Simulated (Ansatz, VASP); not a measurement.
# GaAs: VASP beside Ansatz

```
CELL_PARAMETERS angstrom
0.00000 2.82914 2.82914
2.82914 0.00000 2.82914
2.82914 2.82914 0.00000
ATOMIC_POSITIONS crystal
Ga 0.00000 0.00000 0.00000
As 0.25000 0.25000 0.25000
```

Alike in both runs: task relaxation of cell and atoms; functional PBEsol; k mesh 12 × 12 × 12; no spin polarisation.

```csv
,VASP,Ansatz
version,VASP 6.6.1,Ansatz 0.2.0
potentials or method,"VASP PAW PBE potentials, release 64 (Ga_d, As)","scalar-relativistic, plane waves, PAW"
plane-wave cutoff (eV),600,420
occupations,"gaussian, width 0.01 eV",fixed
valence electrons in the cell,18,28
```

VASP gave:

```
gap on the k mesh at the Fermi level, each at its own relaxed structure (eV) : 0.42
relaxed volume (Å³/atom)                                                     : 22.71
relaxed cell length with the largest relative difference (Å)                 : 4.005
```

Which values does Ansatz return?

gap on the k mesh at the Fermi level, each at its own relaxed structure (eV): 0.42; relaxed volume (Å³/atom): 22.65; relaxed cell length with the largest relative difference (Å): 4.002.

The two sets of potentials don't hold the same shells in valence.

Caveats: the PAW data sets were made with another functional, which shifts forces and pressure a little (VASP). A k mesh can miss the band edges.
